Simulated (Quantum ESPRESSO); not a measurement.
A run of Quantum ESPRESSO 7.5:

The input pw.in:

```
&CONTROL
  calculation = 'scf'
  prefix = 'pwscf'
  outdir = './tmp'
  pseudo_dir = './pseudo'
  tprnfor = .true.
  tstress = .true.
  disk_io = 'low'
/
&SYSTEM
  ibrav = 0
  nat = 4
  ntyp = 2
  ecutwfc = 45
  ecutrho = 360
  nbnd = 33
  occupations = 'smearing'
  smearing = 'mv'
  degauss = 0.00999582
  nspin = 2
  starting_magnetization(1) = 0.2667
  starting_magnetization(2) = 0
/
&ELECTRONS
  conv_thr = 8d-10
  electron_maxstep = 120
  mixing_beta = 0.3
/
ATOMIC_SPECIES
Mn    54.9380 mn_lda_v1.5.uspp.F.UPF
S     32.0600 s_lda_v1.4.uspp.F.UPF
CELL_PARAMETERS angstrom
   3.9535769233    0.0000000000    0.0000000000
  -1.9767884617    3.4238980514    0.0000000000
   0.0000000000    0.0000000000    6.3425288600
ATOMIC_POSITIONS crystal
Mn     0.6666666667    0.3333333333    0.4988446700
Mn     0.3333333333    0.6666666667    0.9988446700
S      0.3333333333    0.6666666667    0.6261543000
S      0.6666666667    0.3333333333    0.1261543000
K_POINTS automatic
6 6 4 0 0 0
HUBBARD {ortho-atomic}
U Mn-3d 0.0001
```

Contents of scf2.in:

```
&CONTROL
  calculation = 'scf'
  prefix = 'pwscf'
  outdir = './tmp'
  pseudo_dir = './pseudo'
  tprnfor = .true.
  tstress = .true.
  disk_io = 'low'
/
&SYSTEM
  ibrav = 0
  nat = 4
  ntyp = 2
  ecutwfc = 45
  ecutrho = 360
  nbnd = 33
  occupations = 'smearing'
  smearing = 'mv'
  degauss = 0.00999582
  nspin = 2
  starting_magnetization(1) = 0.2667
  starting_magnetization(2) = 0
/
&ELECTRONS
  conv_thr = 1d-13
  electron_maxstep = 120
  mixing_beta = 0.3
  startingpot = 'file'
  startingwfc = 'file'
/
ATOMIC_SPECIES
Mn    54.9380 mn_lda_v1.5.uspp.F.UPF
S     32.0600 s_lda_v1.4.uspp.F.UPF
CELL_PARAMETERS angstrom
   3.9535769233    0.0000000000    0.0000000000
  -1.9767884617    3.4238980514    0.0000000000
   0.0000000000    0.0000000000    6.3425288600
ATOMIC_POSITIONS crystal
Mn     0.6666666667    0.3333333333    0.4988446700
Mn     0.3333333333    0.6666666667    0.9988446700
S      0.3333333333    0.6666666667    0.6261543000
S      0.6666666667    0.3333333333    0.1261543000
K_POINTS automatic
6 6 4 0 0 0
HUBBARD {ortho-atomic}
U Mn-3d 0.0001
```

Contents of hp.in:

```
&INPUTHP
  prefix = 'pwscf'
  outdir = './tmp'
  nq1 = 1
  nq2 = 1
  nq3 = 1
  conv_thr_chi = 1d-06
  niter_max = 80
  iverbosity = 1
  alpha_mix(1) = 0.15
/
```

Potentials or basis: GBRV 1.5 LDA.

Command:

```console
$ OMP_NUM_THREADS=1 pw.x -in pw.in > pw.out
$ OMP_NUM_THREADS=1 pw.x -in scf2.in > scf2.out
$ OMP_NUM_THREADS=1 hp.x -in hp.in > hp.out
```

Hardware: 1 thread of Arm Neoverse V2 (shared host).

Q: How long does it take, and how much memory?

A: Run time: 10 min on 1 thread of Arm Neoverse V2, with other jobs on the host, peak memory 0.36 GiB. Counts: scf iterations 18, k pools 1, bands 33, k points 21, g dense 66865.
